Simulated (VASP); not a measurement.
Input of a VASP 6.6.1 run:

The input INCAR:

```
ALGO = Normal ; EDIFF = 1E-6
EDIFFG = -0.02 ; ENCUT = 600
IBRION = 2 ; ISIF = 3
ISMEAR = -1 ; LASPH = T
LCHARG = F ; LMIXTAU = T
LREAL = F ; LWAVE = F
METAGGA = R2SCAN ; NELM = 80
NSW = 60 ; PREC = Accurate
SIGMA = 0.05
```

File KPOINTS:

```
k-points
0
Gamma
  8 8 8
```

The input POSCAR:

```
ZrB
1.0
    0.0000000000      2.3250000000      2.3250000000
    2.3250000000      0.0000000000      2.3250000000
    2.3250000000      2.3250000000      0.0000000000
Zr B
1 1
Direct
    0.0000000000      0.0000000000      0.0000000000
    0.5000000000      0.5000000000      0.5000000000
```

Potentials or basis: VASP PAW PBE potentials, release 64 (Zr_sv, B).

Run with:

```sh
$ cat potpaw_PBE.64/Zr_sv/POTCAR potpaw_PBE.64/B/POTCAR > POTCAR
$ mpirun -np 1 vasp_std > vasp.out
```

(1) Predict the relaxed volume.

(2) Estimate the space group after relaxing (to 0.05 Å).

(3) What does it give for the band gap on the k mesh?

(4) Predict the relaxed cell.

Results:

(1) 14.80 Å³/atom.

(2) Fm-3m (No. 225).

(3) none (metal or under the smearing width).

(4) a = 3.472 Å, b = 3.472 Å, c = 3.472 Å, α = 60.00°, β = 60.00°, γ = 60.00°.

Caveat: the volume moved by over 15 % at a fixed basis, so the end points are rough; the PAW data sets were made with another functional, which shifts forces and pressure a little; the volume moved by +18 % from the deposited cell, more than functionals usually miss.
